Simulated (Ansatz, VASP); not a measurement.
WS2: VASP beside Ansatz

```xyz
3
Lattice="3.1238 0.0000 0.0000 -1.5619 2.7053 0.0000 0.0000 0.0000 30.0800" Properties=species:S:1:pos:R:3 pbc="T T T"
S     1.5619    0.9018    6.9975
S     1.5619    0.9018   10.1425
W     0.0000    1.8036    8.5700
```

Alike in both runs: functional PBEsol; dispersion D3(BJ); k mesh 12 × 12 × 1; occupations gaussian, width 0.03 eV; no spin polarisation.

Ansatz relaxed the structure, and its values are those at the end. VASP's run is a single point on that final structure, the one shown.

```csv
,VASP,Ansatz
version,VASP 6.6.1,Ansatz 0.2.0
potentials or method,"VASP PAW PBE potentials, release 64 (S, W_sv)","scalar-relativistic, plane waves, PAW"
plane-wave cutoff (eV),520,420
valence electrons in the cell,26,26
```

|  | VASP | Ansatz | Ansatz less VASP |
| --- | --- | --- | --- |
| gap on the k mesh at the Fermi level (eV) | 1.99 | 1.99 | 0.000 |
| least direct gap on the mesh (eV) | 2.04 | 2.04 | -0.004 |
| rms of the force components (eV/Å) | 0.009 | 0.000 | -0.0089 |

Ansatz warned: «pseudo_functional_mismatch».

Caveats: the PAW data sets were made with another functional, which shifts forces and pressure a little (VASP); spin-orbit coupling is left out, which moves the levels of the heavy elements.
